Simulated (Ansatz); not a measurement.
**BN: pressure against volume, fitted**

```xyz
4
Lattice="2.5040 0.0000 0.0000 -1.2520 2.1685 0.0000 0.0000 0.0000 6.6612" Properties=species:S:1:pos:R:3 pbc="T T T"
B     0.0000    1.4457    1.6653
B     1.2520    0.7228    4.9959
N     0.0000    1.4457    4.9959
N     1.2520    0.7228    1.6653
```

Atom numbers follow the list: B1, B2, N3, N4.

The cell is COD entry 9008997, as deposited and not checked against the literature; nothing was relaxed.

All numbers below come from Ansatz 0.2.0, DFT, PBEsol, all-electron LAPW, scalar-relativistic.

The runs use a Γ-centred 11×11×4 k mesh, Fermi–Dirac smearing of 0.02 eV, basis error target 1 meV/atom, no spin polarisation.

The cell is scaled evenly. Fractional coordinates are held (clamped ions).

```
V (Å³/atom)  P (GPa)
      8.500    17.22
      8.862     5.51
      8.952     2.90
      9.043     0.41
      9.133    -1.96
      9.223    -4.24
      9.404    -8.49
      9.585   -12.36
```

Question: Fit a third-order Birch–Murnaghan curve to the pressures.

Answer: P = (3B0/2)(y^(7/2) − y^(5/2))[1 + (3/4)(B0′ − 4)(y − 1)] with y = (V0/V)^(2/3) fits within 0.01 GPa for V0 = 9.058 Å³/atom, B0 = 241.8 GPa and B0′ = 3.57.

Question: Predict the pressure at the withheld volume, 8.681 Å³/atom.

Answer: There y = 1.0288, so the fit gives 11.09 GPa; the run gave 11.10 GPa.
